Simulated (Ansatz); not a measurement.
## From formation energies to a reaction energy: BeS2

All numbers below come from DFT PBE, scalar-relativistic, plane waves, PAW (Ansatz). All cells share a 420 eV cutoff and Γ-centred k meshes spaced about 0.3 Å⁻¹ or finer (0.25 for metals, 2π included). No spin polarisation.

Formation energies are uncorrected and refer to the elements' standard structures at the same level.

These are static total energies at zero pressure. Weakly bound directions are ill-defined at this level, which has no dispersion term (BeS2 P-42_1m). The reference form of S is held partly by dispersion forces, which this level lacks.

A trial structure of BeS2 (reached from: a cell proposed by chemical analogy; relaxed: space group P-42_1m (No. 113), a = 4.676 Å, c = 5.891 Å) has a formation energy of -0.586 eV/atom. It holds S–S pairs (shortest 2.11 Å). At its composition the lowest mixture among the elements and 1 reference phase computed alike (others may be missing) consists of these:

```json
{"phase": "S (solid)", "source": "element", "ΔE_f (eV/atom)": "-0.001"}
{"phase": "BeS (F-43m)", "source": "COD", "ΔE_f (eV/atom)": "-1.070"}
```

The lowest database cell of S (-0.001) lies slightly below the reference, hence the non-zero entry.

Task: Write the balanced decomposition and find its energy per atom, per formula unit and per mole of formula units.

Result: Balancing Be and S gives BeS2 → S + BeS. The left side holds 3 atoms, and the products take 1/3 (S) and 2/3 (BeS) of them. The mixture therefore lies at 1/3 × (-0.001) + 2/3 × (-1.070) = -0.714 eV/atom. The reaction energy is -0.714 − (-0.586) = -0.128 eV/atom. Times 3 atoms that is -0.384 eV per BeS2, and times 96.485 it is -37 kJ per mole of BeS2. Decomposition is downhill, so the trial structure is unstable against this mixture.
